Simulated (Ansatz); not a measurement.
# Band structure of Cd

```
Cd
1.0
     2.97887    0.00000    0.00000
    -1.48944    2.57978    0.00000
     0.00000    0.00000    5.61765
Cd
2
Direct
  0.33333 0.66667 0.25000
  0.66667 0.33333 0.75000
```

Atom numbers follow the list: Cd1, Cd2.

The cell is COD entry 9008490, as deposited and not checked against the literature; nothing was relaxed.

Level of theory: DFT, PBE, all-electron LAPW, Dirac equation with spin-orbit coupling (Ansatz 0.2.0).

Numerical set-up: a Γ-centred 16×16×7 k mesh, Fermi–Dirac smearing of 0.05 eV, basis error target 1 meV/atom, no spin polarisation.

Points in fractions of the reciprocal vectors of this cell: Γ (0, 0, 0), M (0.5, 0, 0), K (0.333, 0.333, 0), A (0, 0, 0.5), L (0.5, 0, 0.5), H (0.333, 0.333, 0.5). The path runs Γ–M–K–Γ–A–L–H–A–L. Energies are in eV from the Fermi level; (×n) counts levels within 4 meV of each other, which need not be degenerate by symmetry.

List the levels at H between -14 and 1.5 eV.

-9.65 (×2), -9.58 (×2), -9.54 (×2), -9.50 (×2), -8.98 (×4), -8.81 (×2), -8.70 (×2), -8.45 (×2), -8.38 (×2), 0.93 (×2), 1.09 (×2).

List the levels at K between -14 and 1.5 eV.

-9.69 (×2), -9.53 (×2), -9.52 (×2), -9.50 (×2), -8.98 (×2), -8.92 (×2), -8.76 (×2), -8.70 (×2), -8.53 (×2), -8.45 (×2), -0.03 (×2), 0.05 (×2), 0.38 (×2).

List the levels at L between -14 and 1.5 eV.

-10.02 (×4), -9.75 (×4), -8.79 (×4), -8.45 (×4), -8.11 (×4), -1.57 (×4), 0.07 (×4).

What is the band gap?

none: bands cross the Fermi level, a metal.
